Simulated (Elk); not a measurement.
Something may be wrong with this Elk 11.2.3 (patched build) calculation of ZnO.

run.py

```python
from ase.spacegroup import crystal
from ase.calculators.elk import ELK, ElkProfile

# space group 194 (P6_3/mmc), sites Zn 2b, O 2c
atoms = crystal(['Zn', 'O'],
                [[0.0000000000, 0.0000000000, 0.2500000000],
                 [0.6666666667, 0.3333333333, 0.7500000000]],
                spacegroup=194, cellpar=[3.19784012, 3.19784012, 6.93498758, 90.0, 90.0, 120.0],
                primitive_cell=True, onduplicates="keep", symprec=1e-4)
params = {
    'tasks': [[0]],
    'xctype': [100, 493, 494],
    'ngridk': [7, 7, 3],
    'rgkmax': 8.0,
    'gmaxvr': 14.0,
    'lmaxapw': 9,
    'lmaxo': 8,
    'nrmtscf': 1.5,
    'nempty': 8,
    'epsengy': 1e-05,
    'maxscl': 5,
    'stype': 3,
    'swidth': 0.001837466,
    'metagga': True,
    'tforce': True,
}
atoms.calc = ELK(profile=ElkProfile(command="elk", sppath="./"), directory=".", **params)
print("forces (eV/A)")
print(atoms.get_forces().round(5))
print("energy (eV)", atoms.get_potential_energy())
print("Fermi level (eV)", atoms.calc.get_fermi_level())
```

The input Zn.in:

```
 'Zn'                                       : spsymb
 'zinc'                                     : spname
  -30.0000                                  : spzn
   119233.3130                              : spmass
  0.365148E-06    1.8900    37.9880    500    : rminsp, rmt, rmaxsp, nrmt
  10                                        : nstsp
   1   0   1   2.00000  T                   : nsp, lsp, ksp, occsp, spcore
   2   0   1   2.00000  T
   2   1   1   2.00000  T
   2   1   2   4.00000  T
   3   0   1   2.00000  T
   3   1   1   2.00000  F
   3   1   2   4.00000  F
   3   2   2   4.00000  F
   3   2   3   6.00000  F
   4   0   1   2.00000  F
   1                                        : apword
    0.1500   0  F                           : apwe0, apwdm, apwve
   0                                        : nlx
   5                                        : nlorb
   0   2                                    : lorbl, lorbord
    0.1500   0  F                           : lorbe0, lorbdm, lorbve
    0.1500   1  F
   1   2                                    : lorbl, lorbord
    0.1500   0  F                           : lorbe0, lorbdm, lorbve
    0.1500   1  F
   2   2                                    : lorbl, lorbord
    0.1500   0  F                           : lorbe0, lorbdm, lorbve
    0.1500   1  F
   1   2                                    : lorbl, lorbord
    0.1500   0  F                           : lorbe0, lorbdm, lorbve
   -3.0221   0  T
   2   2                                    : lorbl, lorbord
    0.1500   0  F                           : lorbe0, lorbdm, lorbve
   -0.3778   0  T
```

O.in

```
 'O'                                        : spsymb
 'oxygen'                                   : spname
  -8.00000                                  : spzn
   29165.12205                              : spmass
  0.707107E-06    1.4200    30.4661    300    : rminsp, rmt, rmaxsp, nrmt
   4                                        : nstsp
   1   0   1   2.00000  T                   : nsp, lsp, ksp, occsp, spcore
   2   0   1   2.00000  F
   2   1   1   2.00000  F
   2   1   2   2.00000  F
   1                                        : apword
    0.1500   0  F                           : apwe0, apwdm, apwve
   0                                        : nlx
   3                                        : nlorb
   0   2                                    : lorbl, lorbord
    0.1500   0  F                           : lorbe0, lorbdm, lorbve
    0.1500   1  F
   1   2                                    : lorbl, lorbord
    0.1500   0  F                           : lorbe0, lorbdm, lorbve
    0.1500   1  F
   0   2                                    : lorbl, lorbord
    0.1500   0  F                           : lorbe0, lorbdm, lorbve
   -0.8727   0  T
```

Potentials or basis: APW+lo.

Launch:

```sh
$ OMP_NUM_THREADS=4 python run.py
```

INFO.OUT:

```text
┌─────────────────────────┐
│ Elk code version 11.2.3 │
└─────────────────────────┘

All units are atomic (Hartree, Bohr, etc.)

┌─────────────────────────────────────────────────┐
│ Ground-state run starting from atomic densities │
└─────────────────────────────────────────────────┘

Lattice vectors :
   6.043042021       0.000000000       0.000000000
  -3.021521011       5.233427906       0.000000000
   0.000000000       0.000000000       13.10522721

Reciprocal lattice vectors :
   1.039738808      0.6002934806      -0.000000000
   0.000000000       1.200586961       0.000000000
   0.000000000      -0.000000000      0.4794411577

Unit cell volume      :    414.4636191
Brillouin zone volume :   0.5984848898

Muffin-tin inner radius fraction :   0.1000000000E-01

Nuclei treated as point charges

[... 338 lines left out ...]
 total in muffin-tins        :    70.62013076
 total calculated charge     :    75.99701696
 total charge                :    76.00000000
 error                       :   0.2983035625E-02

┌──────────────────────────────┐
│ Self-consistent loop stopped │
└──────────────────────────────┘

Warning : core states of species 1 leak from the muffin-tin :   0.1486503458E-02

Warning : forces by one radial function for each l from d on (see nxlo)

Warning : the occupied levels lie far from the species files' linearisation energy :   0.4489895446

Wrote STATE.OUT

Warning : forces can be off the total's slope at a low rgkmax or by a GGA

Forces :
 species :    1 (Zn)
  atom :    1
   Hellmann-Feynman          :    -0.00000000   -0.00000000    0.00000000
   IBS                       :     0.00000000    0.00000000   -0.00000000
   total force               :     0.00000000    0.00000000    0.00000000
   total magnitude           :     0.00000000
  atom :    2
   Hellmann-Feynman          :     0.00000000   -0.00000000   -0.00000000
   IBS                       :    -0.00000000    0.00000000    0.00000000
   total force               :    -0.00000000   -0.00000000    0.00000000
   total magnitude           :     0.00000000
 species :    2 (O)
  atom :    1
   Hellmann-Feynman          :    -0.00000000    0.00000000    0.00000000
   IBS                       :     0.00000000   -0.00000000   -0.00000000
   total force               :    -0.00000000   -0.00000000    0.00000000
   total magnitude           :     0.00000000
  atom :    2
   Hellmann-Feynman          :     0.00000000    0.00000000   -0.00000000
   IBS                       :    -0.00000000   -0.00000000    0.00000000
   total force               :     0.00000000   -0.00000000    0.00000000
   total magnitude           :     0.00000000
```

On the terminal:

```text
┌─────────────────────────────────┐
│ Elk code version 11.2.3 started │
└─────────────────────────────────┘

Info(readinput): parameters set by metagga option
 lmaxi : 2
 gmaxvr :    16.00000000
 nrmtscf :    3.000000000
 msmgmt : 4
 epspot :    1000000.000
 epsengy :   0.1000000000E-05
 rminall :   0.1000000000E-04

┌──────────────────┐
│ Current task : 0 │
└──────────────────┘

Warning(gndstate): the potential of a meta-GGA goes by an approximate kinetic energy density
 and is not its energy's own derivative; forces lack the difference

Warning(gndstate): failed to reach self-consistency after 5 loops

┌──────────────────┐
│ Elk code stopped │
└──────────────────┘
```

Among its messages:

```text
RuntimeError: Did not converge
```

Problem. How did it end, and where is the flaw?

Solution. No converged result was reached. The input holds a flaw that was put in on purpose: too few SCF loops (maxscl = 5).
